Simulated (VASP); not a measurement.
# Mg: single point with PBE

Crystal: Mg.

```
CELL_PARAMETERS angstrom
3.20930 0.00000 0.00000
-1.60465 2.77934 0.00000
0.00000 0.00000 5.21030
ATOMIC_POSITIONS crystal
Mg 0.66667 0.33333 0.75000
Mg 0.33333 0.66667 0.25000
```

```
Program             : VASP 6.6.1
Task                : single point
Functional          : PBE
Potentials or basis : VASP PAW PBE potentials, release 64 (Mg)
Cutoff              : 520 eV
k mesh              : 10 × 10 × 5
Occupations         : gaussian, width 0.026 eV
Spin                : no spin polarisation
```

The pressure is -0.6 GPa. The band gap on the k mesh is none (metal or under the smearing width).

Stress tensor (GPa, compression positive):
```
-0.80  0.00  0.00
 0.00 -0.80  0.00
 0.00  0.00 -0.09
```

Levels at points of the mesh, in eV from the Fermi level:
```
           k point  band 1  band 2  band 3  band 4  band 5  band 6
(0.00, 0.00, 0.00)   -6.88   -1.66   -1.24   10.87   10.88   10.96
(0.50, 0.00, 0.00)   -2.12   -2.12    2.65    3.02    3.25    3.66
```

Run time: 5.5 s on 1 thread of AMD EPYC 9R45 96-Core Processor (Zen 5), with other jobs on the host, peak memory 0.13 GiB.
